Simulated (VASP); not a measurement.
**Sn under changes of volume**

One of the cells (33.987 Å³/atom); the others are scaled copies at fixed shape and fractional positions:

```
Sn
1.0
     0.00000    3.23919    3.23919
     3.23919    0.00000    3.23919
     3.23919    3.23919    0.00000
Sn
2
Direct
  0.75000 0.75000 0.75000
  0.50000 0.50000 0.50000
```

This isn't the form of Sn at room conditions, which is tetragonal (white tin).

* Program: VASP 6.6.1
* Functional: LDA
* Potentials or basis: VASP PAW LDA potentials, release 64 (Sn_d)
* Cutoff: 520 eV
* k mesh: 6 × 6 × 6
* Occupations: fermi-dirac, width 0.05 eV
* Spin: no spin polarisation

```tsv
volume (Å³/atom)	energy over the lowest point (meV/atom)	pressure (GPa)
32.627	8.49	2.0
33.307	?	?
33.987	0.00	0.0
34.666	1.83	-0.9
35.346	7.15	-1.6
```

Question: What does the run at 33.307 Å³/atom give?

Answer: Energy over the lowest point 2.06 meV/atom; pressure 0.9 GPa.

Worked out: A Birch-Murnaghan fit of order 2 (a polynomial in V^(-2/3)) to the other rows has its minimum at 34.00 Å³/atom with B0 = V·E''(V) = 46 GPa. It gives 2.09 meV/atom at 33.307 Å³/atom, against the run's 2.06, and -dE/dV = 1.0 GPa, against 0.9.

Energies are extrapolated to zero smearing.
